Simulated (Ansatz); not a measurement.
# CsPbCl3: the cost of one run

Code: Ansatz 0.2.0. PAW datasets, plane waves. The values are computed, spin-unpolarised, and not measurements.

### 1 The system as given

The unstrained cell was relaxed with r2SCAN; in each strained cell the atoms were relaxed again with r2SCAN. Names of k-points are those of the unstrained zone, where strain can split equivalent points. First state: -4.8 % shear in the xy plane.

Space group Cmmm (No. 65), orthorhombic; a = 7.834 Å, b = 8.222 Å, c = 5.677 Å in the conventional setting, 36.57 Å³ an atom. Cs has 12 Cl at 3.92–4.11 Å; Pb has 6 Cl at 2.84 Å; Cl has 2 Pb at 2.84 Å and 4 Cs at 3.92–4.11 Å; Cl has 2 Pb at 2.84 Å and 4 Cs at 4.01 Å.

Coordinates:

```
CELL_PARAMETERS angstrom
5.67673 -0.13738 0.00000
-0.13738 5.67673 0.00000
0.00000 0.00000 5.67673
ATOMIC_POSITIONS crystal
Cs 0.00000 0.00000 0.00000
Pb 0.50000 0.50000 0.50000
Cl 0.50000 0.50000 0.00000
Cl 0.00000 0.50000 0.50000
Cl 0.50000 0.00000 0.50000
```

From earlier runs on the unstrained cell: PBE 2.09 eV, r2SCAN 2.46 eV, HSE06 2.79 eV; a = 5.677 Å.

### 2 -4.8 % shear in the xy plane: PBE

Contents of input.yaml:

```yaml
crystal:
  lattice:
    - [5.676729525, -0.1373768545, 0.0]
    - [-0.1373768545, 5.676729525, 0.0]
    - [0.0, 0.0, 5.676729525]
  atoms:
    - { symbol: Cs, position: [0.0, 0.0, 0.0] }
    - { symbol: Pb, position: [0.5, 0.5, 0.5] }
    - { symbol: Cl, position: [0.5, 0.5, 0.0] }
    - { symbol: Cl, position: [0.0, 0.5, 0.5] }
    - { symbol: Cl, position: [0.5, 0.0, 0.5] }
kpoints:
  mp_grid: { grid: [4, 4, 4] }
  band_path:
    path: [[0.0, 0.0, 0.0], [0.0, 0.5, 0.0], [0.5, 0.5, 0.0], [0.5, 0.5, 0.5]]
    npoints: 1
hamiltonian:
  xc: pbe
scf:
  occupations: { method: fermi_dirac, width: 0.02 }
  n_extra_bands: 5
output:
  forces: true
  stress: true
  eigenvalues: true
  write_density: true
  write_potential: true
  elf: true
  volumetric_format: npy
```

Started as:

```console
$ ansatz run input.yaml --threads 4 --pin off --max-ram 4608MiB --backend cpu --events-out ev --progress --plain --runs-dir out
```

**Question.** How long does this run take on 4 threads of Arm Neoverse V1, shared host, and how much memory does it need?

About 2.8 s, with a peak of 0.53 GiB.
